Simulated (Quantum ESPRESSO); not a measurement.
Runs of Quantum ESPRESSO 7.5 on HfN. It takes space group F-43m (No. 216, cubic). Conventional cell: a = 4.910 Å, b = 4.910 Å, c = 4.910 Å, α = 90.00°, β = 90.00°, γ = 90.00°. Hf (site symmetry -43m) has 4 N at 2.13 Å as nearest neighbours. N (site symmetry -43m) is surrounded by 4 Hf at 2.13 Å. The cell comes from a database or a generator and needn't be the stable form of this composition.

```tsv
level	U	mixing beta	gap on the mesh (eV)	pressure (GPa)
PBEsol+U	Hf d U = 3 eV	0.3	none	(a)
PBEsol+U	Hf d U = 5 eV	0.3	none	3.6
PBEsol+U	Hf d U = 8 eV	0.3	none	9.7
PBEsol+U	Hf d U = 4 eV	0.3	none	1.6
PBEsol+U	Hf d U = 1 eV	0.3	none	-3.7
PBEsol+U	Hf d U = 2 eV	0.3	none	(b)
PBEsol	-	0.5	none	(c)
PBEsol+U	Hf d U = 6 eV	0.3	none	5.5
```

Alike in all rows: task single point; potentials or basis GBRV 1.5 PBEsol; no spin polarisation; cell as given; k mesh 9 × 9 × 9; cutoff (eV) 612; smearing fermi-dirac 0.05 eV.

Problem. Fill in the values left out.

Solution. (a) -0.3; (b) -2.1; (c) -5.1.

Caveats: U without spin polarisation on a metal has little footing (some runs).

A k mesh can miss the band edges, and the runs leave out spin-orbit coupling on Hf.

A gap of «none» marks a metal or a gap under the smearing width.
